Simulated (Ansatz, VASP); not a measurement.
# Two plane-wave programs on RbBr

INCAR

```
SYSTEM = RbBr
ALGO = Normal
EDIFF = 1E-6
ENCUT = 520
GGA = PS
ISIF = 2
ISMEAR = 0
LASPH = .TRUE.
LCHARG = .FALSE.
LREAL = .FALSE.
LWAVE = .FALSE.
NBANDS = 15
NELM = 100
PREC = Accurate
SIGMA = 0.05
```

File KPOINTS:

```
k-points
0
G
  6 6 6
  0 0 0
```

The input POSCAR:

```
RbBr
1.0
    3.9073620998      0.0000000000      0.0000000000
    0.0000000000      3.9073620998      0.0000000000
    0.0000000000      0.0000000000      4.0701688540
Rb Br
1 1
Direct
   -0.0396914813      0.0000000000      0.0000000000
    0.5424552411      0.5000000000      0.5000000000
```

Input for Ansatz:

```yaml
crystal:
  lattice:
    - [3.9073620998, 0.0, 0.0]
    - [0.0, 3.9073620998, 0.0]
    - [0.0, 0.0, 4.070168854]
  atoms:
    - { symbol: Rb, position: [-0.0396914813, 0.0, 0.0] }
    - { symbol: Br, position: [0.5424552411, 0.5, 0.5] }
basis:
  ecutwfc: 420
kpoints:
  mp_grid: { grid: [6, 6, 6] }
hamiltonian:
  xc: pbesol
scf:
  occupations: { method: gaussian, width: 0.05 }
output:
  forces: true
  stress: true
  eigenvalues: true
```

Change from the starting cell: mode 4 frozen in at -0.173 Å, equal normal strain along x and y -0.0400.

Alike in both runs: task single point; functional PBEsol; k mesh 6 × 6 × 6; occupations gaussian, width 0.05 eV; no spin polarisation.

|  | VASP | Ansatz |
| --- | --- | --- |
| version | VASP 6.6.1 | Ansatz 0.2.0 |
| potentials or method | VASP PAW PBE potentials, release 64 (Rb_sv, Br) | scalar-relativistic, plane waves, PAW |
| plane-wave cutoff (eV) | 520 | 420 |
| valence electrons in the cell | 16 | 16 |

```tsv
	VASP	Ansatz	Ansatz less VASP
gap on the k mesh at the Fermi level (eV)	4.26	4.26	+0.003
least direct gap on the mesh (eV)	4.40	4.40	+0.002
pressure (GPa)	2.6	2.5	-0.09
largest component of the traceless stress (GPa)	0.63	0.64	+0.006
rms of the force components (eV/Å)	0.253	0.249	-0.0040
```

Atom by atom the forces differ by 0.004 eV/Å (rms over components). With one functional, cell and mesh, what is left measures potentials, basis and numerics.

Caveats: the PAW data sets were made with another functional, which shifts forces and pressure a little (VASP). A k mesh can miss the band edges.
